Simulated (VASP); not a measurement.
# SnSe2 (P-3m1) in VASP: Born charges and dielectric tensor with RPBE

Aim: the Born charges and dielectric tensor of SnSe2 with RPBE.

All numbers are computed with VASP 6.6.1; they aren't measurements. Logs are shortened: lines on timing, memory, paths and dates and some standing lists are left out, and cuts for length are marked.

### Step 1. The structure

The structure is trigonal, space group P-3m1 (No. 164). The conventional cell has a = 3.915 Å, b = 3.915 Å, c = 8.291 Å, α = 90.00°, β = 90.00°, γ = 120.00°. Sn (site symmetry -3m) has 6 Se at 2.77 Å as nearest neighbours. Se (site symmetry 3m) has 3 Sn at 2.77 Å as nearest neighbours.

The cell is a database's computed one.

### Step 2. Born charges and dielectric tensor, RPBE

File INCAR:

```
SYSTEM = SnSe2
PREC = Accurate
ENCUT = 600
EDIFF = 1E-8
ISMEAR = 0
SIGMA = 0.02
LREAL = .FALSE.
LASPH = .TRUE.
NELM = 60
ALGO = Normal
ISIF = 2
LWAVE = .FALSE.
LCHARG = .FALSE.
GGA = RP
LEPSILON = .TRUE.
IBRION = 8
NSW = 1
```

File KPOINTS:

```
Automatic mesh
0
G
  9 9 4
  0 0 0
```

File POSCAR:

```
SnSe2
1.0
    3.9145200000      0.0000000000      0.0000000000
   -1.9572600000      3.3900800000      0.0000000000
    0.0000000000      0.0000000000      8.2906500000
Sn Se
1 2
Direct
    1.0000000000      0.0000000000      1.0000000000
    0.6666700000      0.3333300000      0.8073100000
    0.3333300000      0.6666700000      0.1926900000
```

Potentials or basis: VASP PAW PBE potentials, release 64 (Sn_d, Se).

Run with:

```sh
$ cat potpaw_PBE.64/Sn_d/POTCAR potpaw_PBE.64/Se/POTCAR > POTCAR
$ mpirun -np 1 vasp_std > vasp.out
```

OUTCAR:

```text
SYSTEM = SnSe2
   PREC = Accurate
   ENCUT = 600
   EDIFF = 1E-8
   ISMEAR = 0
   LREAL = .FALSE.
   LASPH = .TRUE.
   NELM = 60
   ISIF = 2
   GGA = RP
   LEPSILON = .TRUE.
   IBRION = 8
   NSW = 1

 ion  position               nearest neighbor table
   1  0.000  0.000  0.000-   2 2.77   3 2.77   2 2.77   3 2.77   2 2.77   3 2.77
   2  0.667  0.333  0.807-   1 2.77   1 2.77   1 2.77
   3  0.333  0.667  0.193-   1 2.77   1 2.77   1 2.77

  LATTYP: Found a hexagonal cell.
 ALAT       =     3.9145200000
 C/A-ratio  =     2.1179225039

  Lattice vectors:

 A1 = (   3.9145200000,   0.0000000000,   0.0000000000)
 A2 = (  -1.9572600000,   3.3900800000,   0.0000000000)
 A3 = (   0.0000000000,   0.0000000000,   8.2906500000)

Analysis of symmetry for initial positions (statically):
=====================================================================
 Subroutine PRICEL returns:
 Original cell was already a primitive cell.

 Routine SETGRP: Setting up the symmetry group for a
 hexagonal supercell.

 Subroutine GETGRP returns: Found  4 space group operations
 (whereof  4 operations were pure point group operations)
 out of a pool of 24 trial point group operations.

The static configuration has the point symmetry C_2h.

Analysis of symmetry for dynamics (positions and initial velocities):
=====================================================================
 Subroutine PRICEL returns:
 Original cell was already a primitive cell.

 Routine SETGRP: Setting up the symmetry group for a
 hexagonal supercell.

 Subroutine GETGRP returns: Found  4 space group operations
 (whereof  4 operations were pure point group operations)
 out of a pool of 24 trial point group operations.

The dynamic configuration has the point symmetry C_2h.

 Subroutine INISYM returns: Found  4 space group operations
 (whereof  4 operations are pure point group operations),
 and found     1 'primitive' translations

----------------------------------------------------------------------------------------

                                     Primitive cell

  volume of cell :     110.0214

  direct lattice vectors                    reciprocal lattice vectors
     3.914520000  0.000000000  0.000000000     0.255459162  0.147489145  0.000000000
    -1.957260000  3.390080000  0.000000000     0.000000000  0.294978290  0.000000000
     0.000000000  0.000000000  8.290650000     0.000000000  0.000000000  0.120617804

  length of vectors
     3.914520000  3.914525401  8.290650000     0.294978697  0.294978290  0.120617804

  position of ions in fractional coordinates (direct lattice)
     0.000000000  0.000000000  0.000000000
     0.666670000  0.333330000  0.807310000
     0.333330000  0.666670000  0.192690000

  ion indices of the primitive-cell ions
   primitive index   ion index
                 1           1
                 2           2
                 3           3

----------------------------------------------------------------------------------------

 KPOINTS: Automatic mesh

Automatic generation of k-mesh.
 Grid dimensions read from file:
 generate k-points for:    9    9    4

 Generating k-lattice:

  Cartesian coordinates                     Fractional coordinates (reciprocal lattice)
     0.028384351  0.016387683  0.000000000     0.111111111  0.000000000  0.000000000
[... 654 lines left out ...]
     0.00007  0.00002 -0.00007
     0.00002  0.00009  0.00004
    -0.00007  0.00004 -0.00026

--------------------------------------- Ionic step        4  -------------------------------------------

------------------------ aborting loop because EDIFF is reached ----------------------------------------

[... ionic steps 5 to 5 ...]

--------------------------------------- Ionic step        6  -------------------------------------------

------------------------ aborting loop because EDIFF is reached ----------------------------------------

--------------------------------------- Ionic step        7  -------------------------------------------

------------------------ aborting loop because EDIFF is reached ----------------------------------------

[... ionic steps 8 to 8 ...]

--------------------------------------- Ionic step        9  -------------------------------------------

 Free energy of the ion-electron system (eV)
  ---------------------------------------------------
  ---------------------------------------------------
  free energy    TOTEN  =        -0.10175100 eV

  energy without entropy =       -0.10175100

------------------------ aborting loop because EDIFF is reached ----------------------------------------

 INTERNAL STRAIN TENSOR  FOR ION    2  DIRECTION 3   (eV/Angst):
 -----------------------------------------------------------------------------
     5.27591 -0.00731 -0.06356
    -0.00731  5.26748  0.03670
     0.10025 -0.05788 13.56665

 MACROSCOPIC STATIC DIELECTRIC TENSOR (including local field effects in DFT)
 ------------------------------------------------------
           8.548822     0.000059    -0.000002
           0.000059     8.548921     0.000001
          -0.000033     0.000019     2.795357
 ------------------------------------------------------

 PIEZOELECTRIC TENSOR (including local field effects)  for field in x, y, z        (e  Angst)
          XX          YY          ZZ          XY          YZ          ZX
  --------------------------------------------------------------------------------
  x     0.00000     0.00000     0.00000     0.00000     0.00000     0.00000
  y     0.00000     0.00000     0.00000     0.00000     0.00000     0.00000
  z     0.00000     0.00000     0.00000     0.00000     0.00000     0.00000

 PIEZOELECTRIC TENSOR (including local field effects)  for field in x, y, z        (C/m^2)
          XX          YY          ZZ          XY          YZ          ZX
  --------------------------------------------------------------------------------
  x     0.00000     0.00000     0.00000     0.00000     0.00000     0.00000
  y     0.00000     0.00000     0.00000     0.00000     0.00000     0.00000
  z     0.00000     0.00000     0.00000     0.00000     0.00000     0.00000

 BORN EFFECTIVE CHARGES (including local field effects) (in |e|, cummulative output)
 ---------------------------------------------------------------------------------
 ion    1
    1     5.03388    -0.00001     0.00024
    2    -0.00001     5.03389    -0.00014
    3    -0.00001     0.00000     0.81196
 ion    2
    1    -2.51694     0.00001    -0.00012
    2     0.00001    -2.51694     0.00007
    3     0.00000    -0.00000    -0.40598
 ion    3
    1    -2.51694     0.00001    -0.00012
    2     0.00001    -2.51694     0.00007
    3     0.00000    -0.00000    -0.40598

 INTERNAL STRAIN TENSOR FOR ION    3 for displacements in x,y,z  (eV/Angst):
          X           Y           Z          XY          YZ          ZX
  --------------------------------------------------------------------------------
  x     0.00158    -0.00052    -0.00083    -0.39364     0.00106    -5.20536
  y     0.15895    -0.15956     0.00048    -0.95448    -4.23870     0.00105
  z    -5.27591    -5.26748   -13.56665     0.00731     0.05788     0.06356

 SECOND DERIVATIVES (NOT SYMMETRIZED)
 ------------------------------------
               1X          1Y          1Z          2X          2Y          2Z          3X          3Y          3Z
  1X    -4.330623    0.000436   -0.000371    2.165312   -0.000218    0.000185    2.165312   -0.000218    0.000185
  1Y     0.000436   -4.330136    0.000214   -0.000218    2.165068   -0.000107   -0.000218    2.165068   -0.000107
  1Z    -0.000432    0.000249  -14.357333    0.000216   -0.000125    7.178667    0.000216   -0.000125    7.178667
  2X     2.168120   -0.000194    0.000570   -2.590274   -0.000517   -0.000825    0.422154    0.000712    0.000255
  2Y    -0.000194    2.167904   -0.000329   -0.000517   -2.590881    0.000476    0.000712    0.422977   -0.000147
  2Z     0.000361   -0.000209    7.156271   -0.000480    0.000277   -7.882855    0.000118   -0.000068    0.726583
  3X     2.168120   -0.000194    0.000570    0.422154    0.000712    0.000255   -2.590274   -0.000517   -0.000825
  3Y    -0.000194    2.167904   -0.000329    0.000712    0.422977   -0.000147   -0.000517   -2.590881    0.000476
  3Z     0.000361   -0.000209    7.156271    0.000118   -0.000068    0.726583   -0.000480    0.000277   -7.882855

 Eigenvectors and eigenvalues of the dynamical matrix
 ----------------------------------------------------

   1 f  =    7.190917 THz    45.181863 2PiTHz  239.863165 cm-1    29.739229 meV
             X         Y         Z           dx          dy          dz
      0.000000  0.000000  0.000000    -0.000039    0.000022   -0.756066
      1.957280  1.130015  6.693125     0.000036   -0.000021    0.462798
     -0.000020  2.260065  1.597525     0.000036   -0.000021    0.462798
[... 43 lines left out ...]
   9 f/i=    0.005560 THz     0.034938 2PiTHz    0.185478 cm-1     0.022996 meV
             X         Y         Z           dx          dy          dz
      0.000000  0.000000  0.000000     0.009974   -0.005759   -0.654394
      1.957280  1.130015  6.693125     0.008147   -0.004704   -0.534537
     -0.000020  2.260065  1.597525     0.008147   -0.004704   -0.534537

--------------------------------------------------------------------------------------------------------

 MACROSCOPIC STATIC DIELECTRIC TENSOR IONIC CONTRIBUTION
 ------------------------------------------------------
           9.619601     0.000880    -0.000056
           0.000880     9.620653     0.000032
          -0.000056     0.000032     0.075603
 ------------------------------------------------------

 ELASTIC MODULI CONTR FROM IONIC RELAXATION (kBar)
 Direction    XX          YY          ZZ          XY          YZ          ZX
 --------------------------------------------------------------------------------
 XX         -94.4068    -93.7681   -242.1350      1.6016      7.5315      1.2352
 YY         -93.7681    -94.1099   -241.7492     -1.3439     -5.5166      1.1372
 ZZ        -242.1350   -241.7492   -622.6358      0.3349      2.6449      2.9417
 XY           1.6016     -1.3439      0.3349    -10.2992    -39.0875    -19.7827
 YZ           7.5315     -5.5166      2.6449    -39.0875   -173.6338      0.1709
 ZX           1.2352      1.1372      2.9417    -19.7827      0.1709   -261.9821
 --------------------------------------------------------------------------------

 PIEZOELECTRIC TENSOR IONIC CONTR  for field in x, y, z        (C/m^2)
          XX          YY          ZZ          XY          YZ          ZX
  --------------------------------------------------------------------------------
  x     0.00000    -0.00000    -0.00000    -0.00000    -0.00000    -0.00000
  y    -0.00000     0.00000     0.00000     0.00000     0.00000     0.00000
  z    -0.00000    -0.00000    -0.00000    -0.00000    -0.00000    -0.00000
```

It took 50 min on 1 thread of AMD EPYC 9R45 (Zen 5), shared host; peak memory 1.1 GiB.

Results:

```yaml
Band_gap_on_the_k_mesh: 0.89 eV, indirect (least direct gap 1.16 eV)
Electronic_dielectric_tensor_diagonal: 8.55, 8.55, 2.80
Born_charges_mean_of_the_diagonal: Sn +3.63; Se -1.81 e
Highest_phonon_frequency_at_Γ_LO-TO_splitting_left_out: 240 cm⁻¹
```

Levels at points of the mesh, in eV from the valence-band top:
| k point | band 9 | band 10 | band 11 | band 12 | band 13 | band 14 | band 15 | band 16 | band 17 |
| --- | --- | --- | --- | --- | --- | --- | --- | --- | --- |
| (0.00, 0.00, 0.00) | -0.77 | -0.45 | -0.45 | -0.09 | -0.09 | 1.33 | 3.11 | 4.56 | 4.56 |
| (0.00, 0.00, 0.50) | -1.01 | -0.45 | -0.45 | -0.09 | -0.09 | 1.63 | 3.07 | 4.56 | 4.56 |

Phonon frequencies in cm⁻¹ (negative: imaginary):
```tsv
q point	frequencies
(0.000, 0.000, 0.000)	0 0 0 102 102 132 132 172 240
```

Electronic dielectric tensor:
```
8.55 0.00 0.00
0.00 8.55 0.00
0.00 0.00 2.80
```

Born effective charge tensors (e):
atom 1, Sn
```
5.03 0.00 0.00
0.00 5.03 0.00
0.00 0.00 0.81
```
atom 2, Se
```
-2.52  0.00  0.00
 0.00 -2.52  0.00
 0.00  0.00 -0.41
```
atom 3, Se
```
-2.52  0.00  0.00
 0.00 -2.52  0.00
 0.00  0.00 -0.41
```

Caveat: spin-orbit coupling is left out, which moves the levels of the heavy elements; an odd mesh through Γ misses points on the zone boundary, where band edges often lie.
